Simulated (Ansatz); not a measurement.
# Choice of functional: CuCl

```
Cu Cl
1.0
     0.00000    2.71010    2.71010
     2.71010    0.00000    2.71010
     2.71010    2.71010    0.00000
Cu Cl
1 1
Direct
  0.00000 0.00000 0.00000
  0.75000 0.75000 0.75000
```

Atom numbers follow the list: Cu1, Cl2.

The cell is COD entry 9013925, as deposited and not checked against the literature; nothing was relaxed.

One fixed cell is solved with several functionals by PAW with the default files in Ansatz 0.2.0, scalar-relativistically. A positive pressure means that the functional wants a larger cell.

The PAW files were made with PBE; their cores are remade for each functional.

The runs use a Γ-centred 13×13×13 k mesh, Fermi–Dirac smearing of 0.05 eV, cutoff 420 eV, no spin polarisation.

Cutoffs: PBE 420 eV, LDA 420 eV, PBEsol 420 eV, r²SCAN 500 eV.

Gaps under 0.4 eV may close at points that the mesh misses.

```tsv
setting	P (GPa)	gap over the k mesh and a high-symmetry path (eV)	lowest level at Γ above −25 eV, from the valence-band top or, without a gap, the Fermi level (eV)
PBE	0.10	0.53	-17.01
LDA	-6.58	0.38	?
PBEsol	-3.80	0.42	-16.95
r²SCAN	-1.83	?	-17.80
```

(1) Give the missing entry: row "r²SCAN", column "gap over the k mesh and a high-symmetry path (eV)".

(2) Give the missing entry: row "LDA", column "lowest level at Γ above −25 eV, from the valence-band top or, without a gap, the Fermi level (eV)".

## Answers

(1) 0.90.

(2) -16.81.
